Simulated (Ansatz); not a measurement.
This cell of CsPbI3 (cubic perovskite) is off equilibrium:

```xyz
5
Lattice="6.3327 0.0000 0.0000 0.0000 6.3327 0.0000 0.0000 0.0000 6.3327" Properties=species:S:1:pos:R:3 pbc="T T T"
Cs     0.0000     0.0000     0.8040
Pb     3.1663     3.1663     3.1663
I      0.0000     3.1663     3.1663
I      3.1663     3.1663     0.0000
I      3.1663     0.0000     3.1663
```

These are r2SCAN (plane waves to 500 eV, PAW, scalar-relativistic; Ansatz, a first-principles code) values and carry that method's errors. k mesh 4×4×4 (Γ-centred), Fermi-Dirac smearing 0.05 eV. E stands for the smeared free energy. Compression counts positive. On this mesh the relaxed cell isn't quite at rest: it carries a pressure of 0.1 GPa (compression positive) at the zero of the scan. CsPbI3 was relaxed with its symmetry unable to fall. Spin-orbit coupling is left out, though I and Pb are heavy. This is a high-temperature form of CsPbI3.

Q: What forces act on the atoms (eV/Å, Cartesian)?

A: 
```tsv
atom	Fx	Fy	Fz
Cs1	0.000	0.000	-0.182
Pb2	0.000	0.000	0.048
I3	0.000	0.000	0.039
I4	0.000	0.000	0.056
I5	0.000	0.000	0.039
```

Q: In it atom 1 sits (0.000, 0.000, 0.804) Å away from its relaxed site. What is its energy relative to the relaxed cell?

A: 42.1 meV/cell.

(For displaced atoms, the force is minus the slope of the energy, and its curvature is a force constant, which sets phonon frequencies.)
